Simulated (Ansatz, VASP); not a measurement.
# One calculation of PbS, two programs

```
Pb S
1.0
     4.08970    0.00000    0.00000
    -2.04485    3.54178    0.00000
     0.00000    0.00000    3.78817
Pb S
1 1
Cartesian
  0.0000 0.0000 0.0000
  2.0448 1.1806 1.8941
```

Measurements of this composition are mostly on another form, of space group No. 225.

Alike in both runs: task relaxation of cell and atoms; functional RPBE; k mesh 8 × 8 × 7; occupations fermi-dirac, width 0.05 eV; no spin polarisation.

|  | VASP | Ansatz |
| --- | --- | --- |
| version | VASP 6.6.1 | Ansatz 0.2.0 |
| potentials or method | VASP PAW PBE potentials, release 64 (Pb_d, S) | Ansatz PAW |
| plane-wave cutoff (eV) | 600 | 420 |
| valence electrons in the cell | 20 | 20 |

```tsv
	VASP	Ansatz	Ansatz less VASP
gap on the k mesh at the Fermi level, each at its own relaxed structure (eV)	0.46	0.46	+0.004
relaxed volume (Å³/atom)	28.51	28.56	+0.050
relaxed cell length with the largest relative difference (Å)	4.152	4.155	+0.0031
energy change over the relaxation (meV/atom)	-6	-6	-0.3
```

Caveats: spin-orbit coupling is left out, which as a rule narrows the gap of such compounds by several tenths of an eV; the PAW data sets were made with another functional, which shifts forces and pressure a little (VASP); an odd mesh through Γ misses points on the zone boundary, where band edges often lie (VASP); odd divisions of the mesh miss points on the zone boundary, where band edges often lie, so the gap on the mesh can be too wide (Ansatz); the plane-wave basis is chosen anew once the cell has moved, so the energies of steps on either side of that aren't comparable (Ansatz); the PAW data sets come from PBE, with cores solved anew for the run's functional, which leaves a small shift of forces and pressure (Ansatz).
